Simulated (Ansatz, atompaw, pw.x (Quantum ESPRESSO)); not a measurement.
**What a changed setting does to a pw.x run (fcc Co)**

Potential: PAW, atompaw 4.2.0.5, PBEsol; core [Ar], reference 3d7 4s2 4p0; waves: 4s (bound): rc 2.80 bohr; 4s channel at 0.65 Ry: rc 2.80 bohr; 4p (bound, empty): rc 2.80 bohr; 4p channel at 1.95 Ry: rc 2.80 bohr; 3d (bound): rc 1.45 bohr; 3d channel at 0.1 Ry: rc 1.45 bohr; local part: bessel scheme, radius 2.45 bohr; core correction: smooth core density matched at 1.70 bohr; augmentation: besselshape compensation charge, radius 2.70 bohr; PAW radius 2.80 bohr; waves and projectors: custom rrkj gramschmidtortho.

The reference run (k-mesh 16³, cutoffs 110/900 Ry, Fermi–Dirac 0.01 Ry, mixing_beta 0.4, conv_thr 1e-9, no spin) gives 3.14 GPa at 9.942 Å³/atom, where all-electron LAPW gives -0.40 GPa. This run, with its own iteration cap, changes degauss to 0, a wrong or extreme entry chosen on purpose.

```
&control
  calculation='scf', prefix='x', pseudo_dir='./', outdir='./tmp', tstress=.true., disk_io='none'
/
&system
  ibrav=0, nat=1, ntyp=1, ecutwfc=110, ecutrho=900, nbnd=12,
  occupations='smearing', smearing='fd', degauss=0
/
&electrons
  conv_thr=1e-09, mixing_beta=0.4, electron_maxstep=70
/
ATOMIC_SPECIES
Co 1.0 Co.UPF
CELL_PARAMETERS angstrom
  0.00000000 1.70666358 1.70666358
  1.70666358 0.00000000 1.70666358
  1.70666358 1.70666358 0.00000000
ATOMIC_POSITIONS crystal
Co 0.0000 0.0000 0.0000
K_POINTS automatic
16 16 16 0 0 0
```

```bash
pw.x < Co.scf.in > Co.scf.out
```

Task: How does the run end?

Result: It stops with "set_occupations: smearing requires a value for gaussian broadening (degauss)".

```
Error in routine  set_occupations (1):
      smearing requires a value for gaussian broadening (degauss)
```

The run took about 0.5 s on one core of a shared host (Intel(R) Xeon(R) Platinum 8259CL CPU @ 2.50GHz, 96 threads, 755 GiB, load 44).
